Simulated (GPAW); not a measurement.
La in GPAW: convergence with k mesh

Input of the first run (k mesh 2 × 2 × 1); the others differ in this setting and in those tied to it:

The input run.py:

```python
from ase.dft.bandgap import bandgap
from ase.io import read, write
from ase.units import GPa
from gpaw import GPAW, PW

atoms = read('POSCAR')

calc = GPAW(mode=PW(800),
            xc='LDA',
            kpts={'size': (2, 2, 1), 'gamma': True},
            occupations={'name': 'fermi-dirac', 'width': 0.05},
            nbands=28,
            convergence={'density': 1e-05, 'energy': 1e-05},
            maxiter=100,
            txt='gpaw.txt')
atoms.calc = calc
energy = atoms.get_potential_energy()
forces = atoms.get_forces()
stress = atoms.get_stress()
calc.write('gs.gpw')
write('result.traj', atoms)
print(f'Energy: {energy:.6f} eV')
print('Forces (eV/A):')
print(forces.round(4))
print('Stress (GPa):', (stress / GPa).round(3))
print('Fermi level:', round(calc.get_fermi_level(), 4), 'eV')
print(f'Gap: {bandgap(calc)[0]:.4f} eV, direct: {bandgap(calc, direct=True)[0]:.4f} eV')
```

File POSCAR:

```
La
1.0
    3.7500000000      0.0000000000      0.0000000000
   -1.8750000000      3.2475952642      0.0000000000
    0.0000000000      0.0000000000      6.0700000000
La
2
Direct
    0.6666666667      0.3333333333      0.7500000000
    0.3333333333      0.6666666667      0.2500000000
```

Potentials or basis: the program's PAW data sets (release 1.2.1) made for this functional, pw.

The run is started by

```console
$ OMP_NUM_THREADS=1 python run.py
```

This isn't the form of La at room conditions, which is double hcp.

Hardware: 1 thread of Arm Neoverse V1, on a shared host.

| k mesh | energy less the tightest run, at zero smearing (meV/atom) | pressure (GPa) | SCF cycles | CPU time (s) | peak memory (GiB) |
| --- | --- | --- | --- | --- | --- |
| 2 × 2 × 1 | -1060.11 | -10.37 | 14 | 8.7 | 0.2 |
| 3 × 3 × 2 | -144.67 | -6.69 | 10 | 14 | 0.21 |
| 4 × 4 × 2 | 56.90 | -2.17 | 10 | 17 | 0.21 |
| 4 × 4 × 3 | 42.36 | -2.37 | 10 | 19 | 0.22 |
| 5 × 5 × 3 | -1.36 | -2.79 | 10 | 24 | 0.22 |
| 6 × 6 × 4 | 3.81 | -2.76 | 10 | 44 | 0.24 |
| 7 × 7 × 4 | 17.23 | -2.71 | 10 | 51 | 0.25 |
| 9 × 9 × 5 | 2.88 | -2.79 | 10 | 90 | 0.3 |
| 11 × 11 × 6 | 0.00 | -2.91 | 10 | 150 | 0.39 |

Not settled before the last step: the energy (to 1 meV/atom), the pressure (to 0.1 GPa). Meshes of other sizes hit other points, so gaps and Fermi surfaces needn't settle smoothly. The tightest run that finished is the yardstick and may itself not be fully converged.

Caveat, for the tightest run too: one-centre terms of the f shell are cut off. The run has no spin-orbit coupling, so splittings on La are missing.
